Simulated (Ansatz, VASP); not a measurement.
**One calculation of ZnS, two programs**

INCAR

```
PREC     = Accurate       # precision mode
ENCUT    = 520            # plane-wave cutoff, eV
EDIFF    = 1E-7           # SCF threshold, eV
ISMEAR   = 0              # smearing method
SIGMA    = 0.01           # smearing width, eV
LREAL    = False          # projectors in reciprocal space
LASPH    = True           # aspherical terms in the spheres
NELM     = 60             # most SCF steps
ALGO     = Normal         # electronic algorithm
ISIF     = 2              # what is computed and relaxed
LWAVE    = False          # write WAVECAR
LCHARG   = True           # write CHGCAR
GGA      = CA             # functional
LELF     = True           # ELF
LVHAR    = True         
NBANDS   = 26             # bands
```

KPOINTS

```
regular mesh
0
Gamma
  6 6 4
```

Contents of POSCAR:

```
ZnS
1.0
    3.7008501123      0.0000000000      0.0000000000
   -1.8504250562      3.2050302128      0.0000000000
    0.0000000000      0.0000000000      6.1811529638
Zn S
2 2
Direct
    0.3333333333      0.6666666667      0.0072139343
    0.6666666667      0.3333333333      0.5072139343
    0.3333333333      0.6666666667      0.3777860657
    0.6666666667      0.3333333333      0.8777860657
```

Input for Ansatz:

```yaml
crystal:
  lattice:
    - [3.70085011229, 0.0, 0.0]
    - [-1.85042505615, 3.20503021284, 0.0]
    - [0.0, 0.0, 6.18115296379]
  atoms:
    - { symbol: Zn, position: [0.333333333333, 0.666666666667, 0.007213934282] }
    - { symbol: Zn, position: [0.666666666667, 0.333333333333, 0.507213934282] }
    - { symbol: S, position: [0.333333333333, 0.666666666667, 0.377786065718] }
    - { symbol: S, position: [0.666666666667, 0.333333333333, 0.877786065718] }
kpoints:
  mp_grid: { grid: [6, 6, 4] }
scf:
  occupations: { method: fixed }
  convergence: { dr2_threshold: 1.0e-10 }
hamiltonian:
  xc: lda
  pseudopotentials: { kind: all_electron, lapw: { basis_error: 0.0005 } }
output:
  forces: true
  stress: true
  eigenstates:
    kpoints:
      - [0.0, 0.0, 0.0]
      - [0.0, 0.0, -0.5]
      - [-0.5, 0.0, 0.0]
      - [-0.5, 0.5, 0.0]
      - [0.0, -0.5, 0.0]
      - [-0.5, 0.0, -0.5]
      - [-0.5, 0.5, -0.5]
      - [0.0, -0.5, -0.5]
  eigenvalues: true
```

Change from the starting cell: film at in-plane strain -0.01.

Alike in both runs: task single point; functional LDA; k mesh 6 × 6 × 4; no spin polarisation.

|  | VASP | Ansatz |
| --- | --- | --- |
| version | VASP 6.6.1 | Ansatz 0.2.0 |
| potentials or method | VASP PAW LDA potentials, release 64 (Zn, S) | all-electron LAPW, scalar-relativistic |
| plane-wave cutoff (eV) | 520 | see its input |
| occupations | gaussian, width 0.01 eV | fixed |

```tsv
	VASP	Ansatz	Ansatz less VASP
gap on the k mesh at the Fermi level (eV)	2.23	2.20	-0.033
pressure (GPa)	1.5	1.2	-0.28
largest component of the traceless stress (GPa)	1.19	1.19	0.000
```

Ansatz ran all-electron here, so the differences hold the error of VASP's frozen core and of both bases.
